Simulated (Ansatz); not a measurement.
# Ru (omega type): the cost of one run

Method: DFT PBE, with the methods named in each step, in Ansatz 0.2.0.

## 1. The structure to begin with

It takes space group P6/mmm (No. 191, hexagonal). Conventional cell: a = 4.253 Å, b = 4.253 Å, c = 2.637 Å, α = 90.00°, β = 90.00°, γ = 120.00°. Ru (site symmetry 6/mmm) is surrounded by 14 Ru at 2.64 to 2.79 Å. Around Ru (site symmetry -6m2) lie 11 Ru at 2.46 to 2.79 Å.

Structure file:

```cif
data_structure
_symmetry_space_group_name_H-M 'P6/mmm'
_symmetry_Int_Tables_number 191
_cell_length_a 4.2529
_cell_length_b 4.2529
_cell_length_c 2.6368
_cell_angle_alpha 90.000
_cell_angle_beta 90.000
_cell_angle_gamma 120.000
_cell_volume 41.30
loop_
_atom_site_label
_atom_site_type_symbol
_atom_site_symmetry_multiplicity
_atom_site_Wyckoff_symbol
_atom_site_fract_x
_atom_site_fract_y
_atom_site_fract_z
_atom_site_occupancy
Ru1 Ru 1 a 0.00000 0.00000 0.00000 1
Ru2 Ru 2 d 0.33333 0.66667 0.50000 1
```

The file gives the conventional cell by its symmetry; the runs use the cell typed in the input.

Whether this phase is the stable one at these pressures isn't tested.

Atoms are numbered in the order of the input: Ru1, Ru2, Ru3.

## 2. Cell relaxed at zero pressure, PAW

Input file input.yaml:

```yaml
crystal:
  lattice:
    - [4.2529466052, 0.0, 0.0]
    - [-2.1264733026, 3.6831598011, 0.0]
    - [0.0, 0.0, 2.6368268952]
  atoms:
    - { symbol: Ru, position: [0.0, 0.0, 0.0] }
    - { symbol: Ru, position: [0.3333333333, 0.6666666667, 0.5] }
    - { symbol: Ru, position: [0.6666666667, 0.3333333333, 0.5] }
kpoints:
  mp_grid: { grid: [9, 9, 13] }
scf:
  occupations: { method: fermi_dirac, width: 0.08 }
hamiltonian:
  xc: pbe
  pseudopotentials: { kind: paw }
output:
  forces: true
  stress: true
relax:
  f_tol: 0.005
  max_steps: 40
  cell: {}
```

Command:

```bash
$ ansatz run input.yaml --threads 1 --pin off --max-ram 3072MiB --backend cpu --events-out ev --progress --plain --runs-dir out
```

Q: Estimate wall time and peak memory on 1 thread of Arm Neoverse V1, shared host.

About 27 s, with a peak of 0.35 GiB.
